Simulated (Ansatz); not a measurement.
## Relaxation of In₂Sb

Method: Ansatz, DFT PBEsol, scalar-relativistic, plane waves, PAW. (420 eV cutoff, 12×12×6 k-mesh, Gaussian smearing of 0.10 eV, no spin polarisation)

What was changed in In2Bi: Bi → Sb on all its sites, cell and atoms relaxed.

Command:

```bash
ansatz run input.yaml --threads 1 --pin off --max-ram 2560MiB --backend cpu --events-out ev --progress --plain --runs-dir out
```

Input:

```yaml
crystal:
  lattice:
    - [5.3569892485, 0.0, 0.0]
    - [-2.6784946243, 4.639288777, 0.0]
    - [0.0, 0.0, 6.461595548]
  atoms:
    - { symbol: In, position: [0.0, 0.0, 0.0] }
    - { symbol: In, position: [0.0, 0.0, 0.5] }
    - { symbol: In, position: [0.3333333333, 0.6666666667, 0.75] }
    - { symbol: In, position: [0.6666666667, 0.3333333333, 0.25] }
    - { symbol: Sb, position: [0.3333333333, 0.6666666667, 0.25] }
    - { symbol: Sb, position: [0.6666666667, 0.3333333333, 0.75] }
basis:
  ecutwfc: 420
kpoints:
  mp_grid: { grid: [12, 12, 6] }
hamiltonian:
  xc: pbesol
scf:
  occupations: { method: gaussian, width: 0.1 }
output:
  forces: true
  stress: true
  eigenvalues: true
relax:
  adjacent_minimum: "off"
  f_tol: 0.01
  max_steps: 60
  cell: { stress_tol: 0.1 }
```

F is the free energy. Steps run on the plane waves of an earlier cell, but the last one, and at times one on the way, on a freshly chosen basis, so a repeated geometry can differ a little in energy.

Steps:

```json
{"step": "1", "F − F(1) (eV)": "0.0000", "largest force component (eV/Å)": "0.000", "V (Å³/atom)": "26.765", "P (GPa)": "-0.89"}
{"step": "2", "F − F(1) (eV)": "-0.0101", "largest force component (eV/Å)": "0.000", "V (Å³/atom)": "26.129", "P (GPa)": "0.20"}
{"step": "3", "F − F(1) (eV)": "-0.0105", "largest force component (eV/Å)": "0.000", "V (Å³/atom)": "26.235", "P (GPa)": "0.00"}
{"step": "4", "F − F(1) (eV)": "-0.0097", "largest force component (eV/Å)": "0.000", "V (Å³/atom)": "26.235", "P (GPa)": "0.00"}
```

Relaxed structure:

```yaml
crystal:
  lattice:
    - [5.33140, 0.00000, 0.00000]
    - [-2.66570, 4.61713, 0.00000]
    - [0.00000, 0.00000, 6.39475]
  atoms:
    - { symbol: In, position: [0.00000, 0.00000, 0.00000] }
    - { symbol: In, position: [0.00000, 0.00000, 0.50000] }
    - { symbol: In, position: [0.33333, 0.66667, 0.75000] }
    - { symbol: In, position: [0.66667, 0.33333, 0.25000] }
    - { symbol: Sb, position: [0.33333, 0.66667, 0.25000] }
    - { symbol: Sb, position: [0.66667, 0.33333, 0.75000] }
```

Symmetry: P6_3/mmc, No. 194, hexagonal system. The conventional cell has a = 5.331 Å, b = 5.331 Å, c = 6.395 Å, α = 90.00°, β = 90.00°, γ = 120.00°. In (site symmetry -3m) has 8 In at 3.20 to 3.47 Å and 6 Sb at 3.47 Å as nearest neighbours. In (site symmetry -6m2) is surrounded by 5 Sb at 3.08 to 3.20 Å and 6 In at 3.47 Å. Sb (site symmetry -6m2) is surrounded by 11 In at 3.08 to 3.47 Å.

The run converged. Time: 4.1 min on 1 thread of Arm Neoverse N1 (shared host), peak memory 0.69 GiB.